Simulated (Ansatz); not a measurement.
## Band table of BP

```xyz
2
Lattice="0.0000 2.2227 2.2227 2.2227 0.0000 2.2227 2.2227 2.2227 0.0000" Properties=species:S:1:pos:R:3 pbc="T T T"
B     0.0000    0.0000    0.0000
P     3.3340    3.3340    3.3340
```

Atom numbers follow the list: B1, P2.

The geometry is COD entry 9008835, unchecked; take it as a test cell. The listed cell was then made from it by scaling, straining or moving an atom.

These are results of Ansatz 0.2.0, DFT, LDA, all-electron LAPW, scalar-relativistic, not measurements.

Sampling and basis: a Γ-centred 12×12×12 k mesh, Fermi–Dirac smearing of 0.08 eV, basis error target 0.5 meV/atom, no spin polarisation.

Path points, in fractions of the reciprocal vectors: Γ (0.000, 0.000, 0.000), X (-0.500, -0.500, 0.000), U (-0.375, -0.375, 0.250), K (-0.375, 0.000, 0.375), L (0.000, 0.000, 0.500), W (-0.500, -0.250, 0.250). Levels in eV from the valence-band top; bands 6 to 11, counted from the lowest band of the run. The gap is 1.11 eV, indirect from Γ to the line Γ–X (-0.5, -0.5, 0).

```
# k(1/Å) point b6 b7 b8 b9 b10 b11
0.000 Γ -15.95 0.00 0.00 0.00 3.48 3.48
0.283 - -15.70 -0.89 -0.89 -0.75 3.00 4.65
0.565 - -14.95 -2.55 -2.27 -2.27 2.14 6.17
0.848 - -13.73 -4.83 -3.39 -3.39 1.44 3.80
1.131 - -12.12 -7.20 -4.09 -4.09 1.12 2.21
1.413 X -10.80 -8.80 -4.33 -4.33 1.19 1.50
1.513 - -10.78 -8.78 -4.53 -4.30 1.30 1.72
1.613 - -10.75 -8.72 -5.05 -4.22 1.43 2.44
1.713 - -10.70 -8.62 -5.67 -4.09 1.58 3.49
1.813 - -10.69 -8.49 -6.25 -3.91 1.78 4.72
1.913 U -10.76 -8.34 -6.64 -3.68 2.03 6.06
2.086 - -10.86 -8.25 -6.58 -3.96 2.77 6.76
2.259 - -10.94 -8.22 -6.21 -4.57 4.21 6.59
2.432 - -10.94 -8.22 -6.21 -4.57 4.21 6.59
2.606 - -10.86 -8.25 -6.58 -3.96 2.77 6.76
2.779 K -10.76 -8.34 -6.64 -3.68 2.03 6.06
3.079 - -11.87 -7.58 -6.39 -2.76 3.05 7.84
3.378 - -13.49 -6.01 -4.99 -1.64 4.25 5.96
3.678 - -14.83 -3.89 -3.10 -0.67 4.59 4.76
3.978 - -15.67 -1.51 -1.10 -0.14 3.76 4.05
4.278 Γ -15.95 0.00 0.00 0.00 3.48 3.48
4.523 - -15.76 -1.33 -0.31 -0.31 3.91 3.91
4.767 - -15.20 -3.76 -0.89 -0.89 4.26 4.64
5.012 - -14.29 -6.22 -1.39 -1.39 4.25 4.93
5.257 - -13.15 -8.35 -1.71 -1.71 4.18 4.81
5.502 L -12.38 -9.45 -1.82 -1.82 4.14 4.72
5.702 - -12.27 -9.34 -2.53 -2.07 4.16 4.82
5.902 - -11.93 -9.02 -3.95 -2.80 4.05 5.14
6.102 - -11.41 -8.55 -5.37 -3.84 4.27 5.67
6.301 - -10.80 -8.16 -6.24 -4.97 4.81 6.37
6.501 W -10.46 -8.18 -6.04 -5.85 5.23 6.80
6.643 - -10.50 -8.27 -5.88 -5.72 4.54 5.47
6.784 - -10.59 -8.45 -5.46 -5.39 3.37 3.99
6.925 - -10.69 -8.64 -4.95 -4.93 2.29 2.73
7.067 - -10.77 -8.76 -4.51 -4.51 1.49 1.84
7.208 X -10.80 -8.80 -4.33 -4.33 1.19 1.50
```
